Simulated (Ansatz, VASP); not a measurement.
**One calculation of PtSe2, two programs**

```
CELL_PARAMETERS angstrom
3.73730 0.00000 0.00000
-1.86865 3.23660 0.00000
0.00000 0.00000 4.64601
ATOMIC_POSITIONS crystal
Pt 0.00000 0.00000 0.00000
Se 0.33333 0.66667 0.27189
Se 0.66667 0.33333 0.72811
```

Alike in both runs: functional PBEsol; k mesh 12 × 12 × 8; occupations fermi-dirac, width 0.15 eV; no spin polarisation.

Ansatz relaxed the structure, and its values are those at the end. VASP's run is a single point on that final structure, the one shown.

|  | VASP | Ansatz |
| --- | --- | --- |
| version | VASP 6.6.1 | Ansatz 0.2.0 |
| potentials or method | VASP PAW PBE potentials, release 64 (Pt, Se) | scalar-relativistic, plane waves, PAW |
| plane-wave cutoff (eV) | 520 | 420 |
| valence electrons in the cell | 22 | 50 |

```tsv
	VASP	Ansatz	Ansatz less VASP
gap on the k mesh at the Fermi level (eV)	none	none	-
pressure (GPa)	4.1	4.0	-0.10
rms of the force components (eV/Å)	0.008	0.000	-0.0081
```

A gap of «none» marks a metal or a gap that the smearing closes. The functional is the same, so the differences come from potentials, cutoffs and numerics. The two sets of potentials don't hold the same shells in valence.

Caveats: the PAW data sets were made with another functional, which shifts forces and pressure a little (VASP). Spin-orbit coupling is left out, which matters for the levels of Pt.
